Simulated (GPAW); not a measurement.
# ZrN (Fm-3m) in GPAW: further runs

The runs below take ZrN through relaxation of cell and atoms, with RPBE, revPBE, BLYP.

Everything below comes from runs of GPAW 26.7.0. Logs are shortened: lines on timing, memory, paths and dates and some standing lists are left out, and cuts for length are marked. The log counts tension as positive stress, the text compression.

## 1. Starting point

Symmetry: Fm-3m, No. 225, cubic system. The conventional cell has a = 4.600 Å, b = 4.600 Å, c = 4.600 Å, α = 90.00°, β = 90.00°, γ = 90.00°. Around Zr (site symmetry m-3m) lie 6 N at 2.30 Å. N (site symmetry m-3m) has 6 Zr at 2.30 Å as nearest neighbours.

## 2. Relaxation of cell and atoms, RPBE, target pressure -1 GPa, at which the enthalpy is minimised

File run.py:

```python
from ase import Atoms
from ase.filters import FrechetCellFilter
from ase.io import write
from ase.optimize import BFGS
from ase.units import GPa
from gpaw import GPAW, PW

atoms = Atoms(['Zr', 'N'],
              cell=[[0.0, 2.3, 2.3],
                    [2.3, 0.0, 2.3],
                    [2.3, 2.3, 0.0]],
              scaled_positions=[[0.5, 0.5, 0.5],
                                [0.0, 0.0, 0.0]],
              pbc=True)

calc = GPAW(mode=PW(800),
            xc='RPBE',
            kpts={'size': (10, 10, 10), 'gamma': True},
            occupations={'name': 'fermi-dirac', 'width': 0.05},
            nbands=19,
            convergence={'density': 1e-05, 'forces': 0.0001},
            maxiter=150,
            txt='gpaw.txt')
atoms.calc = calc
opt = BFGS(FrechetCellFilter(atoms, scalar_pressure=-1 * GPa), trajectory='relax.traj', logfile='-')
done = opt.run(fmax=0.05, steps=60)
calc.write('gs.gpw')
write('result.traj', atoms)
print('Converged:', done)
print('Cell:', atoms.cell.cellpar().round(4))
print('Volume:', round(atoms.get_volume(), 4))
print(atoms.get_scaled_positions().round(5))
```

Potentials or basis: the program's PAW data sets (release 1.2.1) made for this functional, pw.

Command:

```
> OMP_NUM_THREADS=1 python run.py
```

gpaw.txt:

```text
__  _  _
 | _ |_)|_||  |
 |__||  | ||/\| - 26.7.0

Input parameters:
  mode=PW(ecut=800.0),
  convergence={'density': 1e-05, 'forces': 0.0001},
  kpts=MonkhorstPack(size=(10, 10, 10), gamma=True),
  maxiter=150,
  nbands=19,
  occupations=Occupations(name='fermi-dirac', width=0.05),
  xc=XC(name='RPBE')

Diagonalizing LCAO Hamiltonian
Converting LCAO to pw mode

              Zr

       N

Atoms  # Å, Bohr magnetons
|   | symbol |        x |        y |        z |    initial magnetic moments |
|---|--------|----------|----------|----------|-----------------------------|
| 0 |     Zr | 2.300000 | 2.300000 | 2.300000 | ( 0.0000,  0.0000,  0.0000) |
| 1 |      N | 0.000000 | 0.000000 | 0.000000 | ( 0.0000,  0.0000,  0.0000) |

Unit cell  # Å
| periodic |        x |        y |        z |  lengths |    angles |
|----------|----------|----------|----------|----------|-----------|
|      yes | 0.000000 | 2.300000 | 2.300000 | 3.252691 | 60.000000 |
|      yes | 2.300000 | 0.000000 | 2.300000 | 3.252691 | 60.000000 |
|      yes | 2.300000 | 2.300000 | 0.000000 | 3.252691 | 60.000000 |

Number of symmetries: 48
Symmetry operations  # r_c * U_cc + t_c -> r_c
|    | kind |            matrix            |
|----|------|------------------------------|
|  0 |  σ   |  1, 0, 0,  1, 0,-1,  1,-1, 0 |
|  1 |  C2  |  1, 0, 0,  1,-1, 0,  1, 0,-1 |
|  2 |  E   |  1, 0, 0,  0, 1, 0,  0, 0, 1 |
|  3 |  σ   |  1, 0, 0,  0, 0, 1,  0, 1, 0 |
|  4 |  C4  |  1, 0,-1,  1, 0, 0,  1,-1, 0 |
|  5 |  S6  |  1, 0,-1,  1,-1, 0,  1, 0, 0 |
|  6 |  σ   |  1, 0,-1,  0, 1,-1,  0, 0,-1 |
|  7 |  C3  |  1, 0,-1,  0, 0,-1,  0, 1,-1 |
|  8 |  S6  |  1,-1, 0,  1, 0, 0,  1, 0,-1 |
|  9 |  C4  |  1,-1, 0,  1, 0,-1,  1, 0, 0 |
| 10 |  C3  |  1,-1, 0,  0,-1, 1,  0,-1, 0 |
| 11 |  σ   |  1,-1, 0,  0,-1, 0,  0,-1, 1 |
| 12 |  σ   |  0, 1, 0,  1, 0, 0,  0, 0, 1 |
| 13 |  C4  |  0, 1, 0,  0, 1,-1, -1, 1, 0 |
| 14 |  C3  |  0, 1, 0,  0, 0, 1,  1, 0, 0 |
| 15 |  S6  |  0, 1, 0, -1, 1, 0,  0, 1,-1 |
| 16 |  C2  |  0, 1,-1,  1, 0,-1,  0, 0,-1 |
| 17 |  σ   |  0, 1,-1,  0, 1, 0, -1, 1, 0 |
| 18 |  S4  |  0, 1,-1,  0, 0,-1,  1, 0,-1 |
| 19 |  C4  |  0, 1,-1, -1, 1, 0,  0, 1, 0 |
| 20 |  C3  |  0, 0, 1,  1, 0, 0,  0, 1, 0 |
| 21 |  σ   |  0, 0, 1,  0, 1, 0,  1, 0, 0 |
| 22 |  S6  |  0, 0, 1,  0,-1, 1, -1, 0, 1 |
| 23 |  C4  |  0, 0, 1, -1, 0, 1,  0,-1, 1 |
| 24 |  S4  |  0, 0,-1,  1, 0,-1,  0, 1,-1 |
| 25 |  C3  |  0, 0,-1,  0, 1,-1,  1, 0,-1 |
| 26 |  C2  |  0, 0,-1,  0,-1, 0, -1, 0, 0 |
| 27 |  S6  |  0, 0,-1, -1, 0, 0,  0,-1, 0 |
| 28 |  S4  |  0,-1, 1,  1,-1, 0,  0,-1, 0 |
| 29 |  C4  |  0,-1, 1,  0, 0, 1, -1, 0, 1 |
| 30 |  C2  |  0,-1, 1,  0,-1, 0,  1,-1, 0 |
| 31 |  σ   |  0,-1, 1, -1, 0, 1,  0, 0, 1 |
| 32 |  C3  |  0,-1, 0,  1,-1, 0,  0,-1, 1 |
| 33 |  S6  |  0,-1, 0,  0, 0,-1, -1, 0, 0 |
[... 137 lines left out ...]
xc functional:
  name: RPBE with 2 nearest neighbor stencil

convergence criteria:
- Maximum integral of absolute [dens]ity change: 1e-05 electrons / valence electron
- Maximum change in the atomic [forces] across last 2 cycles: 0.0001 eV/Ang OR
Maximum error relative to the maximum force is below inf
- Maximum [total energy] change in last 3 cyles: 0.0005 eV / valence electron
- Maximum integral of absolute [eigenst]ate change: 4e-08 eV^2 / valence electron
maximum number of iterations: 150

SCF iterations
|iter     | |      energy | eigst |  dens |force |
|---------|-|-------------|-------|-------|------|
|iter:   1| |  -20.278125 | +0.17 |       |      |
|iter:   2| |  -19.685935 | -1.82 | -0.89 |      |
|iter:   3| |  -18.408808 | -1.17 | -0.95 |      |
|iter:   4| |  -18.406977 | -2.78 | -1.62 |      |
|iter:   5| |  -18.412498c| -3.10 | -1.81 |      |
|iter:   6| |  -18.412143c| -4.52 | -2.83 |      |
|iter:   7| |  -18.412157c| -6.04 | -3.41 |      |
|iter:   8| |  -18.412157c| -6.74 | -3.93 |      |
|iter:   9| |  -18.412158c| -7.49c| -4.76 |      |
|iter:  10| |  -18.412158c| -8.43c| -5.71c|      |
|iter:  11| |  -18.412158c| -8.82c| -6.30c|-23.23c|

Converged in 11 steps
Energy contributions relative to reference atoms: (reference = -99384.452533)

Energy contributions:
  Kinetic:          14.495378
  Coulomb:         -16.447089
  Zero:              0.390738
  External:          0.000000
  Xc:              -16.847967
  Entropy:          -0.006433
  Spinorbit:         0.000000
  ----------------------------
  Free energy:     -18.415374
  Extrapolated:    -18.412158

dipole moment: (-11.433338, -11.433338, -11.433338)  # |e|*Ang

Fermi level: 12.922
Eigenvalues  # (at kpt = [0.000, 0.000, 0.000])
| band index |      eig [eV] | occ [0-2] |
|------------|---------------|-----------|
|          0 |       -36.778 |     2.000 |
|        ... |               |           |
|          3 |       -14.422 |     2.000 |
|          4 |        -3.427 |     2.000 |
|          5 |        10.223 |     2.000 |
|          6 |        10.223 |     2.000 |
|          7 |        10.223 |     2.000 |
[... 48 lines left out ...]
|  4 |  C4  |  1, 0,-1,  1, 0, 0,  1,-1, 0 |
|  5 |  S6  |  1, 0,-1,  1,-1, 0,  1, 0, 0 |
|  6 |  σ   |  1, 0,-1,  0, 1,-1,  0, 0,-1 |
|  7 |  C3  |  1, 0,-1,  0, 0,-1,  0, 1,-1 |
|  8 |  S6  |  1,-1, 0,  1, 0, 0,  1, 0,-1 |
|  9 |  C4  |  1,-1, 0,  1, 0,-1,  1, 0, 0 |
| 10 |  C3  |  1,-1, 0,  0,-1, 1,  0,-1, 0 |
| 11 |  σ   |  1,-1, 0,  0,-1, 0,  0,-1, 1 |
| 12 |  σ   |  0, 1, 0,  1, 0, 0,  0, 0, 1 |
| 13 |  C4  |  0, 1, 0,  0, 1,-1, -1, 1, 0 |
| 14 |  C3  |  0, 1, 0,  0, 0, 1,  1, 0, 0 |
| 15 |  S6  |  0, 1, 0, -1, 1, 0,  0, 1,-1 |
| 16 |  C2  |  0, 1,-1,  1, 0,-1,  0, 0,-1 |
| 17 |  σ   |  0, 1,-1,  0, 1, 0, -1, 1, 0 |
| 18 |  S4  |  0, 1,-1,  0, 0,-1,  1, 0,-1 |
| 19 |  C4  |  0, 1,-1, -1, 1, 0,  0, 1, 0 |
| 20 |  C3  |  0, 0, 1,  1, 0, 0,  0, 1, 0 |
| 21 |  σ   |  0, 0, 1,  0, 1, 0,  1, 0, 0 |
| 22 |  S6  |  0, 0, 1,  0,-1, 1, -1, 0, 1 |
| 23 |  C4  |  0, 0, 1, -1, 0, 1,  0,-1, 1 |
| 24 |  S4  |  0, 0,-1,  1, 0,-1,  0, 1,-1 |
| 25 |  C3  |  0, 0,-1,  0, 1,-1,  1, 0,-1 |
| 26 |  C2  |  0, 0,-1,  0,-1, 0, -1, 0, 0 |
| 27 |  S6  |  0, 0,-1, -1, 0, 0,  0,-1, 0 |
| 28 |  S4  |  0,-1, 1,  1,-1, 0,  0,-1, 0 |
| 29 |  C4  |  0,-1, 1,  0, 0, 1, -1, 0, 1 |
| 30 |  C2  |  0,-1, 1,  0,-1, 0,  1,-1, 0 |
| 31 |  σ   |  0,-1, 1, -1, 0, 1,  0, 0, 1 |
| 32 |  C3  |  0,-1, 0,  1,-1, 0,  0,-1, 1 |
| 33 |  S6  |  0,-1, 0,  0, 0,-1, -1, 0, 0 |
[... 177 lines left out ...]
Fermi level: 12.868
Eigenvalues  # (at kpt = [0.000, 0.000, 0.000])
| band index |      eig [eV] | occ [0-2] |
|------------|---------------|-----------|
|          0 |       -36.843 |     2.000 |
|        ... |               |           |
|          3 |       -14.490 |     2.000 |
|          4 |        -3.463 |     2.000 |
|          5 |        10.175 |     2.000 |
|          6 |        10.175 |     2.000 |
|          7 |        10.175 |     2.000 |
|          8 |        12.447 |     2.000 |
[... 8 lines left out ...]
|         17 |        34.934 |     0.000 |
|         18 |        37.443 |     0.000 |

No gap
No difference between direct/indirect transitions

Stress tensor  # eV/Ang^3
|         x |         y |         z |
|-----------|-----------|-----------|
| -0.002757 |  0.000000 | -0.000000 |
|  0.000000 | -0.002757 | -0.000000 |
| -0.000000 | -0.000000 | -0.002757 |

Forces  # eV/Ang
|        x |       y |        z |
|----------|---------|----------|
| -0.00000 | 0.00000 | -0.00000 |  # Zr   0
|  0.00000 | 0.00000 |  0.00000 |  # N    1

Interpolating wave functions to new cell

              Zr

       N

Atoms  # Å, Bohr magnetons
|   | symbol |         x |         y |        z |    initial magnetic moments |
|---|--------|-----------|-----------|----------|-----------------------------|
| 0 |     Zr |  2.307574 |  2.307574 | 2.307574 | ( 0.0000,  0.0000,  0.0000) |
| 1 |      N | -0.000000 | -0.000000 | 0.000000 | ( 0.0000,  0.0000,  0.0000) |

Unit cell  # Å
| periodic |         x |        y |         z |  lengths |    angles |
|----------|-----------|----------|-----------|----------|-----------|
|      yes | -0.000000 | 2.307574 |  2.307574 | 3.263402 | 60.000000 |
|      yes |  2.307574 | 0.000000 |  2.307574 | 3.263402 | 60.000000 |
|      yes |  2.307574 | 2.307574 | -0.000000 | 3.263402 | 60.000000 |

Number of symmetries: 48
Symmetry operations  # r_c * U_cc + t_c -> r_c
|    | kind |            matrix            |
|----|------|------------------------------|
|  0 |  σ   |  1, 0, 0,  1, 0,-1,  1,-1, 0 |
|  1 |  C2  |  1, 0, 0,  1,-1, 0,  1, 0,-1 |
|  2 |  E   |  1, 0, 0,  0, 1, 0,  0, 0, 1 |
|  3 |  σ   |  1, 0, 0,  0, 0, 1,  0, 1, 0 |
|  4 |  C4  |  1, 0,-1,  1, 0, 0,  1,-1, 0 |
|  5 |  S6  |  1, 0,-1,  1,-1, 0,  1, 0, 0 |
|  6 |  σ   |  1, 0,-1,  0, 1,-1,  0, 0,-1 |
|  7 |  C3  |  1, 0,-1,  0, 0,-1,  0, 1,-1 |
|  8 |  S6  |  1,-1, 0,  1, 0, 0,  1, 0,-1 |
|  9 |  C4  |  1,-1, 0,  1, 0,-1,  1, 0, 0 |
| 10 |  C3  |  1,-1, 0,  0,-1, 1,  0,-1, 0 |
| 11 |  σ   |  1,-1, 0,  0,-1, 0,  0,-1, 1 |
| 12 |  σ   |  0, 1, 0,  1, 0, 0,  0, 0, 1 |
| 13 |  C4  |  0, 1, 0,  0, 1,-1, -1, 1, 0 |
| 14 |  C3  |  0, 1, 0,  0, 0, 1,  1, 0, 0 |
| 15 |  S6  |  0, 1, 0, -1, 1, 0,  0, 1,-1 |
| 16 |  C2  |  0, 1,-1,  1, 0,-1,  0, 0,-1 |
| 17 |  σ   |  0, 1,-1,  0, 1, 0, -1, 1, 0 |
| 18 |  S4  |  0, 1,-1,  0, 0,-1,  1, 0,-1 |
| 19 |  C4  |  0, 1,-1, -1, 1, 0,  0, 1, 0 |
| 20 |  C3  |  0, 0, 1,  1, 0, 0,  0, 1, 0 |
| 21 |  σ   |  0, 0, 1,  0, 1, 0,  1, 0, 0 |
| 22 |  S6  |  0, 0, 1,  0,-1, 1, -1, 0, 1 |
| 23 |  C4  |  0, 0, 1, -1, 0, 1,  0,-1, 1 |
| 24 |  S4  |  0, 0,-1,  1, 0,-1,  0, 1,-1 |
| 25 |  C3  |  0, 0,-1,  0, 1,-1,  1, 0,-1 |
| 26 |  C2  |  0, 0,-1,  0,-1, 0, -1, 0, 0 |
| 27 |  S6  |  0, 0,-1, -1, 0, 0,  0,-1, 0 |
| 28 |  S4  |  0,-1, 1,  1,-1, 0,  0,-1, 0 |
| 29 |  C4  |  0,-1, 1,  0, 0, 1, -1, 0, 1 |
| 30 |  C2  |  0,-1, 1,  0,-1, 0,  1,-1, 0 |
| 31 |  σ   |  0,-1, 1, -1, 0, 1,  0, 0, 1 |
| 32 |  C3  |  0,-1, 0,  1,-1, 0,  0,-1, 1 |
| 33 |  S6  |  0,-1, 0,  0, 0,-1, -1, 0, 0 |
[... 177 lines left out ...]
Fermi level: 12.785
Eigenvalues  # (at kpt = [0.000, 0.000, 0.000])
| band index |      eig [eV] | occ [0-2] |
|------------|---------------|-----------|
|          0 |       -36.942 |     2.000 |
|        ... |               |           |
|          3 |       -14.595 |     2.000 |
|          4 |        -3.519 |     2.000 |
|          5 |        10.101 |     2.000 |
|          6 |        10.101 |     2.000 |
|          7 |        10.101 |     2.000 |
|          8 |        12.367 |     2.000 |
[... 8 lines left out ...]
|         17 |        34.744 |     0.000 |
|         18 |        37.254 |     0.000 |

No gap
No difference between direct/indirect transitions

Stress tensor  # eV/Ang^3
|        x |         y |         z |
|----------|-----------|-----------|
| 0.006148 |  0.000000 |  0.000000 |
| 0.000000 |  0.006148 | -0.000000 |
| 0.000000 | -0.000000 |  0.006148 |

Forces  # eV/Ang
|       x |       y |       z |
|---------|---------|---------|
| 0.00000 | 0.00000 | 0.00000 |  # Zr   0
| 0.00000 | 0.00000 | 0.00000 |  # N    1

# Writing to gs.gpw (mode='')
```

It took 71 s on 1 thread of Arm Neoverse V1, shared host; peak memory 0.22 GiB.

What came out:

* Free energy: -18.4164 eV
* Relaxed volume: 12.29 Å³/atom
* Relaxed cell: a = 3.263 Å, b = 3.263 Å, c = 3.263 Å, α = 60.00°, β = 60.00°, γ = 60.00°
* Space group after relaxing (to 0.05 Å): Fm-3m (No. 225)
* Energy change on relaxing (the enthalpy is what falls): -0.5 meV/atom
* Ionic steps: 3
* Pressure after relaxing: -1.0 GPa
* Band gap on the k mesh: none (metal or under the smearing width)

Step by step:
```csv
step,energy change (eV),largest force (eV/Å),pressure (GPa),volume (Å³)
1,0.0000,0.0000,1.39,24.33
2,-0.0008,0.0000,0.44,24.43
3,-0.0010,0.0000,-0.99,24.58
```

Final structure:
```
Zr N
1.0
     0.00000    2.30757    2.30757
     2.30757    0.00000    2.30757
     2.30757    2.30757    0.00000
Zr N
1 1
Direct
  0.50000 0.50000 0.50000
  0.00000 0.00000 0.00000
```

Caveat: later steps reuse the first step's grids. Zero-point motion and thermal expansion aren't in these numbers.

## 3. Relaxation of cell and atoms, revPBE, target pressure 10 GPa, at which the enthalpy is minimised

Changes to run.py since step 2:

```diff
@@ -16,3 +16,3 @@
 calc = GPAW(mode=PW(800),
-            xc='RPBE',
+            xc='revPBE',
             kpts={'size': (10, 10, 10), 'gamma': True},
@@ -24,4 +24,4 @@
 atoms.calc = calc
-opt = BFGS(FrechetCellFilter(atoms, scalar_pressure=-1 * GPa), trajectory='relax.traj', logfile='-')
-done = opt.run(fmax=0.05, steps=60)
+opt = BFGS(FrechetCellFilter(atoms, scalar_pressure=10 * GPa), trajectory='relax.traj', logfile='-')
+done = opt.run(fmax=0.02, steps=100)
 calc.write('gs.gpw')
```

Potentials or basis: the program's PAW data sets (release 1.2.1) made for this functional, pw.

Command:

```
> OMP_NUM_THREADS=1 python run.py
```

Run time: 76 s. Hardware: 1 thread of Arm Neoverse V1, shared host; peak memory 0.22 GiB.

The run converged. Its results:

```
Free energy                                            : -18.5491 eV
Relaxed volume                                         : 11.72 Å³/atom
Relaxed cell                                           : a = 3.212 Å, b = 3.212 Å, c = 3.212 Å, α = 60.00°, β = 60.00°, γ = 60.00°
Space group after relaxing (to 0.05 Å)                 : Fm-3m (No. 225)
Energy change on relaxing (the enthalpy is what falls) : +15.9 meV/atom
Ionic steps                                            : 3
Pressure after relaxing                                : 10.2 GPa
Band gap on the k mesh                                 : none (metal or under the smearing width)
```

Step by step:
| step | energy change (eV) | largest force (eV/Å) | pressure (GPa) | volume (Å³) |
| --- | --- | --- | --- | --- |
| 1 | 0.0000 | 0.0000 | 0.25 | 24.33 |
| 2 | 0.0065 | 0.0000 | 4.26 | 23.95 |
| 3 | 0.0318 | 0.0000 | 10.24 | 23.43 |

Final structure:
```yaml
crystal:
  lattice:
    - [0.00000, 2.27127, 2.27127]
    - [2.27127, 0.00000, 2.27127]
    - [2.27127, 2.27127, 0.00000]
  atoms:
    - { symbol: Zr, position: [0.50000, 0.50000, 0.50000] }
    - { symbol: N, position: [0.00000, 0.00000, 0.00000] }
```

Levels at points of the mesh, in eV from the Fermi level:
| k point | band 6 | band 7 | band 8 | band 9 | band 10 | band 11 | band 12 | band 13 |
| --- | --- | --- | --- | --- | --- | --- | --- | --- |
| (0.00, 0.00, 0.00) | -2.75 | -2.75 | -2.75 | -0.44 | -0.44 | -0.44 | 1.61 | 1.61 |
| (0.50, 0.50, 0.00) | -4.61 | -3.62 | -3.23 | -3.23 | 3.46 | 4.67 | 4.67 | 5.17 |
| (0.50, 0.50, 0.50) | -7.83 | -5.86 | -5.86 | 3.10 | 3.17 | 3.17 | 4.84 | 7.96 |

Caveat: later steps reuse the first step's grids.

## 4. Relaxation of cell and atoms, BLYP, target pressure 2 GPa, at which the enthalpy is minimised

File run.py:

```python
from ase.filters import FrechetCellFilter
from ase.io import read, write
from ase.optimize import BFGS
from ase.units import GPa
from gpaw import GPAW, PW, setup_paths

setup_paths.insert(0, '.')

atoms = read('ZrN.xyz')

calc = GPAW(mode=PW(800),
            xc='BLYP',
            kpts={'size': (10, 10, 10), 'gamma': True},
            occupations={'name': 'fermi-dirac', 'width': 0.05},
            nbands=19,
            convergence={'density': 1e-05, 'forces': 0.0001},
            eigensolver='davidson',
            maxiter=150,
            txt='gpaw.txt')
atoms.calc = calc
opt = BFGS(FrechetCellFilter(atoms, scalar_pressure=2 * GPa), trajectory='relax.traj', logfile='-')
done = opt.run(fmax=0.02, steps=60)
calc.write('gs.gpw')
write('result.traj', atoms)
print('Converged:', done)
print('Cell:', atoms.cell.cellpar().round(4))
print('Volume:', round(atoms.get_volume(), 4))
print(atoms.get_scaled_positions().round(5))
```

File ZrN.xyz:

```xyz
2
Lattice="0.0000000000 2.3000000000 2.3000000000 2.3000000000 0.0000000000 2.3000000000 2.3000000000 2.3000000000 0.0000000000" Properties=species:S:1:pos:R:3 pbc="T T T"
Zr     2.3000000000      2.3000000000      2.3000000000
N      0.0000000000      0.0000000000      0.0000000000
```

Potentials or basis: PAW data sets generated in the run's folder for this functional, pw.

Command:

```
> gpaw-setup -f BLYP N Zr
> OMP_NUM_THREADS=1 python run.py
```

It took 72 s on 1 thread of Arm Neoverse V1, shared host; peak memory 0.22 GiB.

Results (log left out):

```
Free energy                                            : -17.7700 eV
Relaxed volume                                         : 12.30 Å³/atom
Relaxed cell                                           : a = 3.264 Å, b = 3.264 Å, c = 3.264 Å, α = 60.00°, β = 60.00°, γ = 60.00°
Space group after relaxing (to 0.05 Å)                 : Fm-3m (No. 225)
Energy change on relaxing (the enthalpy is what falls) : -3.2 meV/atom
Ionic steps                                            : 3
Pressure after relaxing                                : 2.0 GPa
Band gap on the k mesh                                 : none (metal or under the smearing width)
```

The path:
```csv
step,energy change (eV),largest force (eV/Å),pressure (GPa),volume (Å³)
1,0.0000,0.0000,4.66,24.33
2,-0.0031,0.0000,3.58,24.44
3,-0.0064,0.0000,2.02,24.60
```

Final structure:
```xyz
2
Lattice="0.0000 2.3083 2.3083 2.3083 0.0000 2.3083 2.3083 2.3083 0.0000" Properties=species:S:1:pos:R:3 pbc="T T T"
Zr    2.3083    2.3083    2.3083
N     0.0000    0.0000    0.0000
```

Levels at points of the mesh, in eV from the Fermi level:
```
           k point  band 5  band 6  band 7  band 8  band 9  band 10  band 11  band 12  band 13  band 14
(0.00, 0.00, 0.00)  -16.19   -2.74   -2.74   -2.74   -0.44    -0.44    -0.44     1.45     1.45     2.89
(0.50, 0.50, 0.00)  -15.66   -4.57   -3.31   -3.23   -3.23     3.13     4.20     4.20     4.63     9.10
(0.50, 0.50, 0.50)  -14.14   -7.50   -5.65   -5.65    2.81     2.84     2.84     4.97     7.31     7.31
```

Caveat: later steps reuse the first step's grids.

## 5. Overview

```tsv
level	potentials or basis	cell	fmax	max steps	target pressure	eigensolver	gap on the mesh (eV)	pressure (GPa)
RPBE	the program's PAW data sets (release 1.2.1) made for this functional, pw	relaxed to -1 GPa	0.05 eV/Å	60	-1 GPa	-	none	-1.0
revPBE	the program's PAW data sets (release 1.2.1) made for this functional, pw	relaxed to 10 GPa	0.02 eV/Å	100	10 GPa	-	none	10.2
BLYP	PAW data sets generated in the run's folder for this functional, pw	relaxed to 2 GPa	0.02 eV/Å	60	2 GPa	davidson	none	2.0
```

Alike in all rows: task relaxation of cell and atoms; no spin polarisation; k mesh 10 × 10 × 10; cutoff (eV) 800; smearing fermi-dirac 0.05 eV.

Caveats: later steps reuse the first step's grids.

Total energies depend on the potentials used, so only differences within one code and one set of settings carry meaning.
